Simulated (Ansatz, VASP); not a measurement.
One calculation of CdTe, two programs

```
CELL_PARAMETERS angstrom
0.00000 2.93661 3.81760
2.93661 0.00000 3.81760
2.93661 2.93661 0.00000
ATOMIC_POSITIONS crystal
Cd 0.00000 0.00000 0.00000
Te 0.75000 0.75000 0.75000
```

Alike in both runs: task single point; functional LDA; k mesh 8 × 8 × 8; occupations fermi-dirac, width 0.2 eV; no spin polarisation.

|  | VASP | Ansatz |
| --- | --- | --- |
| version | VASP 6.6.1 | Ansatz 0.2.0 |
| potentials or method | VASP PAW LDA potentials, release 64 (Cd, Te) | scalar-relativistic, plane waves, PAW |
| plane-wave cutoff (eV) | 520 | 420 |
| valence electrons in the cell | 18 | 36 |

```csv
,VASP,Ansatz,Ansatz less VASP
gap on the k mesh at the Fermi level (eV),none,none,-
pressure (GPa),-0.7,-1.0,-0.24
largest component of the traceless stress (GPa),4.89,4.92,+0.031
```

A gap of «none» marks a metal or a gap that the smearing closes. The two sets of potentials don't hold the same shells in valence.

The runs have no spin-orbit coupling, so splittings on Te are missing.
